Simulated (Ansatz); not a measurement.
Runs of Ansatz 0.2.0 on NiO. It takes space group F-43m (No. 216, cubic). Conventional cell: a = 4.567 Å, b = 4.567 Å, c = 4.567 Å, α = 90.00°, β = 90.00°, γ = 90.00°. Ni (site symmetry -43m) has 4 O at 1.98 Å as nearest neighbours. Around O (site symmetry -43m) lie 4 Ni at 1.98 Å. Measurements of this composition are mostly on another form, of space group No. 225.

| task | level | cell | points for each segment of the path | gap on the mesh (eV) | pressure (GPa) | moment (μB) | relaxed volume (Å³/atom) |
| --- | --- | --- | --- | --- | --- | --- | --- |
| relaxation of cell and atoms | B3LYP | relaxed | - | none | 0.0 | 2.00 | 11.34 |
| relaxation of cell and atoms | HSE06 | relaxed | - | none | 0.0 | 2.00 | 10.98 |
| band structure | HSE03 | as given | 4 | none | -11.2 | 2.00 | - |
| band structure | HSE06 | as given | 4 | none | (a) | 2.00 | - |
| single point | HF | as given | - | 4.54 | (b) | 2.00 | - |

Alike in all rows: potentials or basis Ansatz PAW; spin collinear, ferromagnetic start; k mesh 5 × 5 × 5; cutoff (eV) 420; smearing fermi-dirac 0.05 eV; the mesh is coarse, so values aren't converged.

Task: Estimate the missing entries.

Result: (a) -11.5; (b) -12.8.

Caveats: all runs use coarse meshes; the magnetic or orbital state may not be the lowest; a cell with one magnetic atom can't hold antiferromagnetic order, which such compounds often take; the PAW data sets come from PBE, with cores solved anew for the run's functional, which leaves a small shift of forces and pressure; the thresholds are loose for stress (some runs); the plane-wave basis is chosen anew once the cell has moved, so the energies of steps on either side of that aren't comparable (some runs); odd divisions of the mesh miss points on the zone boundary, where band edges often lie, so the gap on the mesh can be too wide (some runs).

A k mesh can miss the band edges.

A gap of «none» marks a metal or a gap under the smearing width.
